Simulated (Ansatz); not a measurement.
Calculated N-14 nuclear quadrupole resonance for Si3N4

Cell: a structure deposited in the COD, whose atoms a relaxation with PBE at fixed cell left in place.

Space group I-43d (No. 220); a = 6.4747 Å.

| site | Wyckoff | site symmetry | x | y | z |
| --- | --- | --- | --- | --- | --- |
| Si | 12b | -4.. | 0.3750 | 0.5000 | 0.7500 |
| N | 16c | .3. | 0.2814 | 0.2814 | 0.2814 |

One atom of each set is listed; the run and its k-mesh use a cell of 14 atoms with edges of 5.61, 5.61, 5.61 Å.

Level of theory: DFT, PBE, plane waves and PAW (field gradients read without the response of the frozen cores, which leaves them typically 4 to 6 % off), scalar-relativistic, 420 eV cutoff, Γ-centred 6×6×6 k-points, Fermi–Dirac smearing 0.02 eV (Ansatz 0.2.0).

N-14: I = 1, Q = 20.44 mb (year-2017 value). Static lattice, zero field.

Question: The simulated lines lie at 2.22 MHz. What are |C_Q|, η and |V_zz| at N?

Answer: For I = 1 the lines are ν± = (3/4)|C_Q|(1 ± η/3) and ν₀ = |C_Q|η/2. Here |C_Q| = 2.96 MHz, η = 0.00 and |V_zz| = 5.98 × 10²¹ V/m². The calculation gives V_zz negative; the lines don't show the sign. The site has 3 Si at 1.75 Å.

An axis of threefold or higher order runs through N, so V_zz lies along it and η is zero.
